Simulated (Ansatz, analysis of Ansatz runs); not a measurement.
# Migration in TiO2 (I4_1/amd): H transfer from O to O, charge +1

Wanted: path and barrier of a jump of H in TiO2 (I4_1/amd) at charge +1. The case: H transfer from O to O, in a cell of 108 host atoms with 1 H put in.

Program: Ansatz 0.2.0. Level of theory: plane-wave PAW DFT, PBEsol; nudged elastic band between two relaxed defect structures at fixed charge in a uniform background. Results are calculated unless marked as measured.

## (1) The starting structure

The cell holds 109 atoms: 36 Ti, 72 O and 1 H. Cell: a = 11.306 Å, b = 11.306 Å, c = 10.944 Å, α = 110.1°, β = 110.1°, γ = 90.0°. It derives from TiO2 (space group I4_1/amd). Nearest the centre at fractional (0.625, 0.375, 0.375): H109 at 0.23 Å, O42 at 1.23 Å, O51 at 1.23 Å, Ti91 at 1.52 Å, Ti50 at 1.52 Å, O59 at 2.65 Å, O95 at 2.65 Å, O88 at 2.65 Å. The cell carries charge +1.

The cell's shortest repeat is 10.9 Å.

## (2) Relaxation of the start point, charge +1

A barrier is counted from a minimum, so both ends are relaxed first. Small random displacements break the symmetry of the ideal sites, so that the defect can distort if it gains by it. The charge of +1 is set by the electron count, and a uniform background keeps the cell neutral.

qp1_c108k1s.start/input.yaml

```yaml
crystal:
  lattice:
    - [0.0, -11.30637963, 0.0]
    - [11.30637963, 0.0, 0.0]
    - [-3.76879321, 3.76879321, 9.55830747]
  atoms:
    - { symbol: Ti, position: [0.0, 0.0, 0.0] }
    - { symbol: Ti, position: [0.25, 0.08333333, 0.25] }
    - { symbol: O, position: [0.3191435, 0.15247684, 0.45743051] }
[... 2 atom lines left out ...]
    - { symbol: O, position: [0.26418983, 0.26418983, 0.29256949] }
[... 2 atom lines left out ...]
    - { symbol: O, position: [0.3191435, 0.15247684, 0.95743051] }
[... 4 atom lines left out ...]
    - { symbol: Ti, position: [0.25, 0.41666667, 0.25] }
    - { symbol: O, position: [0.3191435, 0.48581017, 0.45743051] }
[... 2 atom lines left out ...]
    - { symbol: O, position: [0.26418983, 0.59752316, 0.29256949] }
    - { symbol: Ti, position: [0.0, 0.33333333, 0.5] }
[... 18 atom lines left out ...]
    - { symbol: Ti, position: [0.58333333, 0.08333333, 0.25] }
    - { symbol: O, position: [0.65247684, 0.15247684, 0.45743051] }
    - { symbol: O, position: [0.40247684, 0.0691435, 0.20743051] }
    - { symbol: O, position: [0.51418983, 0.01418983, 0.04256949] }
    - { symbol: O, position: [0.59752316, 0.26418983, 0.29256949] }
[... 2 atom lines left out ...]
    - { symbol: O, position: [0.65247684, 0.15247684, 0.95743051] }
[... 3 atom lines left out ...]
    - { symbol: Ti, position: [0.33333333, 0.33333333, 0.0] }
    - { symbol: Ti, position: [0.58333333, 0.41666667, 0.25] }
    - { symbol: O, position: [0.65247684, 0.48581017, 0.45743051] }
    - { symbol: O, position: [0.40247684, 0.40247684, 0.20743051] }
    - { symbol: O, position: [0.51418983, 0.34752316, 0.04256949] }
    - { symbol: O, position: [0.59752316, 0.59752316, 0.29256949] }
    - { symbol: Ti, position: [0.33333333, 0.33333333, 0.5] }
    - { symbol: Ti, position: [0.58333333, 0.41666667, 0.75] }
[... 2 atom lines left out ...]
    - { symbol: O, position: [0.51418983, 0.34752316, 0.54256949] }
    - { symbol: O, position: [0.59752316, 0.59752316, 0.79256949] }
[... 1 atom line left out ...]
    - { symbol: Ti, position: [0.58333333, 0.75, 0.25] }
    - { symbol: O, position: [0.65247684, 0.8191435, 0.45743051] }
[... 2 atom lines left out ...]
    - { symbol: O, position: [0.59752316, 0.9308565, 0.29256949] }
[... 4 atom lines left out ...]
    - { symbol: O, position: [0.51418983, 0.6808565, 0.54256949] }
[... 2 atom lines left out ...]
    - { symbol: Ti, position: [0.91666667, 0.08333333, 0.25] }
    - { symbol: O, position: [0.98581017, 0.15247684, 0.45743051] }
    - { symbol: O, position: [0.73581017, 0.0691435, 0.20743051] }
[... 1 atom line left out ...]
    - { symbol: O, position: [0.9308565, 0.26418983, 0.29256949] }
[... 6 atom lines left out ...]
    - { symbol: Ti, position: [0.66666667, 0.33333333, 0.0] }
    - { symbol: Ti, position: [0.91666667, 0.41666667, 0.25] }
    - { symbol: O, position: [0.98581017, 0.48581017, 0.45743051] }
    - { symbol: O, position: [0.73581017, 0.40247684, 0.20743051] }
[... 1 atom line left out ...]
    - { symbol: O, position: [0.9308565, 0.59752316, 0.29256949] }
    - { symbol: Ti, position: [0.66666667, 0.33333333, 0.5] }
    - { symbol: Ti, position: [0.91666667, 0.41666667, 0.75] }
[... 1 atom line left out ...]
    - { symbol: O, position: [0.73581017, 0.40247684, 0.70743051] }
    - { symbol: O, position: [0.84752316, 0.34752316, 0.54256949] }
    - { symbol: O, position: [0.9308565, 0.59752316, 0.79256949] }
[... 6 atom lines left out ...]
    - { symbol: Ti, position: [0.66666667, 0.66666667, 0.5] }
[... 2 atom lines left out ...]
    - { symbol: O, position: [0.73581017, 0.73581017, 0.70743051] }
    - { symbol: O, position: [0.84752316, 0.6808565, 0.54256949] }
[... 1 atom line left out ...]
    - { symbol: H, position: [0.630159, 0.395859, 0.390478] }
total_charge: 1
basis:
  ecutwfc: 420
  xc_grid: 2
hamiltonian:
  xc: pbesol
kpoints:
  mp_grid: { grid: [1, 1, 1], shift: [0.25, 0.25, 0.25] }
scf:
  occupations: { method: fixed }
  max_iter: 100
output:
  forces: true
relax:
  f_tol: 0.02
  max_steps: 70
  random_displacement: { amplitude: 0.03, seed: 2819 }
```

Run with:

```bash
ansatz run input.yaml --threads 32 --pin off --max-ram 84787MiB --backend cuda --events-out ev --progress --plain --runs-dir out --max-vram 78GiB
```

Numbers of over 12 decimals in the logs are rounded to 6 here.

Output:

```text
[... repeated set-up lines and file paths are left out, and long positions are rounded to six places ...]
The last accepted step is kept in <dir> (removed where the run ends without a failure and the disk answers)
Engine: ansatz 0.2.0, aarch64-unknown-linux-gnu
Pseudopotentials: kind: paw
Pseudopotential: Ti, paw, valence charge 12, recommended cutoff 420 eV (normal), Ti.paw.azcp
Pseudopotential: O, paw, valence charge 6, recommended cutoff 420 eV (normal), O.paw.azcp
Pseudopotential: H, paw, valence charge 1, recommended cutoff 420 eV (normal), H.paw.azcp
Functional definition: PBEsol
  exchange = pbesol_x
  correlation = pbesol_c
[...]
Crystal: 109 atoms, lattice volume = 1221.879 Å³
Basis set: ecut = 420 eV, 23913 PW (Γ), exchange–correlation on 160×160×150 points (8 copies of the dense FFT grid, shifted against one another)
Bands: 541, of which v1, the nominal top of the filled ones, is band 432 counted from 1 (431 counted from 0)
Symmetry: 1 space group operations
k-points: 1
Non-local potential: Ti, projectors of the file, l = 0: 3, l = 1: 2, l = 2: 3, l = 3: 1
Non-local potential: O, projectors of the file, l = 0: 2, l = 1: 2, l = 2: 1
Non-local potential: H, projectors of the file, l = 0: 2, l = 1: 1
PAW form: soft (Blöchl's): semilocal exchange-correlation on the pseudo side does not see the compensation charge
PAW frozen core: Ti, regenerated for the run's functional, and the local potential with it (the file was generated under x = pbe(κ = 0.804, μ = 0.219515), c = pbe(β = 0.066725))
PAW frozen core: O, regenerated for the run's functional, and the local potential with it (the file was generated under x = pbe(κ = 0.804, μ = 0.219515), c = pbe(β = 0.066725))
PAW one-centre angular grid: Ti, 590 points (default); XC on 64 Gauss nodes
PAW one-centre angular grid: O, 110 points (default); XC on 64 Gauss nodes
PAW one-centre angular grid: H, 110 points (default); XC on 64 Gauss nodes
Initial density: superposition of atomic densities (neutral atoms scaled as one to the charged cell's electrons: chi_scale 0, normalization atom), corrected by the library's trained network
Initial wavefunctions: pseudopotential atomic-orbital guess
[...]
Functional: x = pbesol(κ = 0.804, μ = 0.123457), c = pbesol(β = 0.046)
SCF iter   1: F=—  HF=-129616.292731 eV  |F-HF|=—  |Δ(HF+E_count)|=         —  Δρ=1.57e-2  dr2=2.60e0  ethr=1.77e-3  ⟨swp⟩=3.0  Hψ=1639  notcnv=0  defer=106
preconditioner: auto → Resta (q_TF=auto, 2.575 Å⁻¹)  ε∞=8.0  [insulator: Δε(μ)=2.224 eV  Ē_g=9.618 eV  n_scr=362 (ndim 8)  ℏωp=25.5 eV  f_vac=0.101  ε∞_Penn≈8.0]
SCF iter   2: F=—  HF=-129615.829124 eV  |F-HF|=—  |Δ(HF+E_count)|=   4.64e-1  Δρ=6.87e-3  dr2=5.32e-1  ethr=3.01e-4  ⟨swp⟩=2.0  Hψ=867  notcnv=0  defer=107
[...]
SCF iter   9: F=-129615.739812 eV  HF=-129615.739811 eV  |F-HF|=7.46e-7  |Δ(HF+E_count)|=   3.20e-6  Δρ=1.25e-5  dr2=2.04e-6  ethr=1.16e-9  ⟨swp⟩=4.0  Hψ=1442  notcnv=0
SCF 1 converged in 9 iterations: F = -129615.739812 eV  dr2 = 2.04e-6
  greatest PAW one-centre occupation: 0.999 electrons in one spin orbital (limit 2), on the Ti atom at site 42 (counted from 0), in its partial waves of l = 0
relax step   1: F+E_penalty+E_count = -129615.73981158 eV  Δ(F+E_penalty+E_count) = +0.000e0 eV  max|allowed force component| = 6.342e0 eV/Å  Δτ_max = 0.0000 Å  (9 SCF iters, dr2 threshold 1.00e-5 eV, accepted)
[... the SCF cycles and remarks between the steps are left out from here to the last step ...]
relax step   2: F+E_penalty+E_count = -129617.70948434 eV  Δ(F+E_penalty+E_count) = -1.970e0 eV  max|allowed force component| = 2.821e0 eV/Å  Δτ_max = 0.1313 Å  (7 SCF iters, dr2 threshold 1.00e-4 eV, accepted)
relax step   3: F+E_penalty+E_count = -129618.09396485 eV  Δ(F+E_penalty+E_count) = -3.845e-1 eV  max|allowed force component| = 1.704e0 eV/Å  Δτ_max = 0.2000 Å  (7 SCF iters, dr2 threshold 1.00e-4 eV, accepted)
relax step   5: F+E_penalty+E_count = -129618.83233553 eV  Δ(F+E_penalty+E_count) = -1.500e-1 eV  max|allowed force component| = 9.639e-1 eV/Å  Δτ_max = 0.1653 Å  (5 SCF iters, dr2 threshold 1.00e-4 eV, accepted)
relax step   8: F+E_penalty+E_count = -129619.61419589 eV  Δ(F+E_penalty+E_count) = -3.023e-1 eV  max|allowed force component| = 7.888e-1 eV/Å  Δτ_max = 0.1925 Å  (6 SCF iters, dr2 threshold 1.00e-4 eV, accepted)
relax step  11: F+E_penalty+E_count = -129620.32802171 eV  Δ(F+E_penalty+E_count) = -1.452e-1 eV  max|allowed force component| = 2.783e-1 eV/Å  Δτ_max = 0.2000 Å  (6 SCF iters, dr2 threshold 1.00e-4 eV, accepted)
[...]
SCF 13 converged in 5 iterations: F = -129620.375646 eV  dr2 = 1.06e-5
[...]
relax step  14: F+E_penalty+E_count = -129620.37889530 eV  Δ(F+E_penalty+E_count) = -2.328e-3 eV  max|allowed force component| = 5.329e-2 eV/Å  Δτ_max = 0.0096 Å  (8 SCF iters, accepted)
[...]
SCF converged after 6 iterations
[...]
- { symbol: O, position: [0.512542, 0.346846, 0.041914] }
    - { symbol: O, position: [0.592916, 0.596216, 0.295930] }
    - { symbol: Ti, position: [0.330397, 0.332681, 0.498397] }
    - { symbol: Ti, position: [0.582255, 0.416943, 0.750508] }
    - { symbol: O, position: [0.650092, 0.485058, 0.956521] }
    - { symbol: O, position: [0.401339, 0.399460, 0.705269] }
    - { symbol: O, position: [0.513697, 0.354339, 0.539972] }
    - { symbol: O, position: [0.597128, 0.597024, 0.792414] }
    - { symbol: Ti, position: [0.330157, 0.665939, -0.001350] }
    - { symbol: Ti, position: [0.579998, 0.747844, 0.245201] }
    - { symbol: O, position: [0.650589, 0.820319, 0.457259] }
    - { symbol: O, position: [0.400328, 0.735208, 0.206217] }
    - { symbol: O, position: [0.512710, 0.679922, 0.042322] }
    - { symbol: O, position: [0.596205, 0.929902, 0.291271] }
    - { symbol: Ti, position: [0.330458, 0.665491, 0.498515] }
    - { symbol: Ti, position: [0.582417, 0.749408, 0.751050] }
    - { symbol: O, position: [0.649980, 0.818471, 0.957185] }
    - { symbol: O, position: [0.401398, 0.736285, 0.705329] }
    - { symbol: O, position: [0.513715, 0.671738, 0.540186] }
    - { symbol: O, position: [0.596058, 0.930274, 0.792031] }
    - { symbol: Ti, position: [0.665902, -0.000224, -0.000958] }
    - { symbol: Ti, position: [0.915490, 0.082514, 0.249272] }
    - { symbol: O, position: [0.985168, 0.151486, 0.456629] }
    - { symbol: O, position: [0.734095, 0.071102, 0.207037] }
    - { symbol: O, position: [0.845771, 0.012836, 0.041724] }
    - { symbol: O, position: [0.931119, 0.263802, 0.292281] }
    - { symbol: Ti, position: [0.666245, -0.000109, 0.501022] }
    - { symbol: Ti, position: [0.916244, 0.082371, 0.749522] }
    - { symbol: O, position: [0.983898, 0.151905, 0.957229] }
    - { symbol: O, position: [0.734783, 0.068330, 0.706756] }
    - { symbol: O, position: [0.846082, 0.013343, 0.541595] }
    - { symbol: O, position: [0.930690, 0.263181, 0.792239] }
    - { symbol: Ti, position: [0.667379, 0.331950, -0.001970] }
    - { symbol: Ti, position: [0.915272, 0.416022, 0.249600] }
    - { symbol: O, position: [0.975072, 0.485298, 0.457254] }
    - { symbol: O, position: [0.734426, 0.401608, 0.206185] }
    - { symbol: O, position: [0.845852, 0.347127, 0.041127] }
    - { symbol: O, position: [0.931401, 0.596810, 0.292388] }
    - { symbol: Ti, position: [0.663502, 0.323060, 0.502278] }
    - { symbol: Ti, position: [0.916568, 0.415682, 0.750175] }
    - { symbol: O, position: [0.984315, 0.485258, 0.956734] }
    - { symbol: O, position: [0.734377, 0.398496, 0.707789] }
    - { symbol: O, position: [0.846675, 0.343004, 0.542868] }
    - { symbol: O, position: [0.927199, 0.596285, 0.790126] }
    - { symbol: Ti, position: [0.666302, 0.666139, 8.899665834436307e-6] }
    - { symbol: Ti, position: [0.915875, 0.749220, 0.249430] }
    - { symbol: O, position: [0.985426, 0.818676, 0.456639] }
    - { symbol: O, position: [0.734295, 0.732491, 0.207316] }
    - { symbol: O, position: [0.845786, 0.680393, 0.041701] }
    - { symbol: O, position: [0.927871, 0.929918, 0.291314] }
    - { symbol: Ti, position: [0.663474, 0.677624, 0.502539] }
    - { symbol: Ti, position: [0.916619, 0.750321, 0.750199] }
    - { symbol: O, position: [0.984394, 0.818410, 0.956693] }
    - { symbol: O, position: [0.734364, 0.739119, 0.707928] }
    - { symbol: O, position: [0.846710, 0.684854, 0.542928] }
    - { symbol: O, position: [0.930840, 0.930709, 0.792300] }
    - { symbol: H, position: [0.774979, 0.491928, 0.476836] }
```

The job ended after 13 s (1 × NVIDIA GB200 with 32 threads of Arm Neoverse V2, shared host; peak memory 1.4 GiB; 53 s of CPU time).

The steps of the relaxation:

```
step  energy less that of the first step (eV)  largest force component (eV/Å)
   1                                   0.0000                          6.3420
   2                                  -1.9697                          2.8215
   3                                  -2.3542                          1.7037
   4                                  -2.9425                          1.0183
   5                                  -3.0925                          0.9639
   6                                  -3.3357                          0.9530
   7                                  -3.5721                          0.7450
   8                                  -3.8744                          0.7888
   9                                  -4.2057                          0.6897
  10                                  -4.4430                          0.5283
  11                                  -4.5882                          0.2783
  12                                  -4.6368                          0.2068
  13                                  -4.6358                          0.3094
  14                                  -4.6391                          0.0533
  15                                  -4.6393                          0.0057
```

Relaxation step 13 was tried and not accepted.

The atoms that moved most (Å, from the sites as typed, ahead of the random displacement):

```csv
atom,dx,dy,dz,length
H109,0.759,-1.312,0.825,1.726
O51,-0.006,-0.330,0.069,0.337
Ti91,-0.126,0.044,0.021,0.136
Ti103,0.113,0.045,0.024,0.124
O87,-0.007,0.120,-0.002,0.121
Ti50,-0.007,0.031,-0.100,0.105
O71,-0.096,-0.004,-0.023,0.099
O59,0.085,-0.005,-0.025,0.089
```

Neighbours of H109 at the end:

```csv
atom,distance (Å)
O51,0.989
O107,2.109
O95,2.109
O87,2.344
Ti103,2.432
Ti91,2.433
Ti50,2.636
O88,2.647
```

This step gave:

- free energy: -129620.3791 eV
- r.m.s. move of the farther half of the atoms: 0.01180 Å
- largest move from the ideal geometry of this structure, a common shift of the far atoms taken out: 1.743 Å

The relaxation gained 4.639 eV and ended with a largest force component of 0.0057 eV/Å.

(Part 1 of 4 ends here.)

[Logs are printed without paths, hosts, clocks, repeated set-up lines and the standing remarks that a program may print on its own settings, such as how far it seeks lower states.]

[Hosts, paths, dates, database ids (printed as entryN), source tags and the programs' standing remarks are cut or masked in the printed files.]
